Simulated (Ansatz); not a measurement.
Consider the formal exchange of groups at the Si–O bond: `C[Si](C)(C)O` + `CC(C)(C)[N]([GeH3])C(C)(C)C` → `CC(C)(C)[N]([GeH3])[Si](C)(C)C` + `CC(C)(C)O`.

Program: Ansatz. Geometries: PBE0-D4/def2-TZVP. ΔE: electronic, gas phase. CBS: MP2 limit from def2 TZ/QZ plus the TZ coupled-cluster correction, frozen cores. Functionals use def2-TZVPP. For Ge outer-core shells are correlated without core-valence functions, which leaves a few kJ/mol of doubt a bond. Scalar relativity is left out up to krypton. Each species was taken in one conformer, which may not be the lowest.

```json
{"level": "BLYP", "ΔE (eV)": "0.00"}
{"level": "PBE0", "ΔE (eV)": "0.01"}
{"level": "CCSD(T)/def2-TZVPP", "ΔE (eV)": "0.08"}
{"level": "HF/CBS(def2)", "ΔE (eV)": "-0.09"}
```

What does CCSD(T)/CBS give? (An estimate is asked.)

Computed: +0.08 eV. The listed levels differ from it by -0.08, -0.07, 0.00, -0.17 eV.

Largest T1 diagnostic among the species: 0.011.

At CCSD(T), def2-SVP lies −0.13 eV from the extrapolated value and def2-TZVPP +0.00 eV. In def2-TZVPP, CCSD(T) changes the Hartree–Fock value by +0.18 eV (the triples alone add +0.02 eV) and MP2 by +0.23 eV.

CCSD(T)/CBS has its own doubt, a few kJ/mol and more with outer-core shells, so smaller differences from it don't rank the levels.
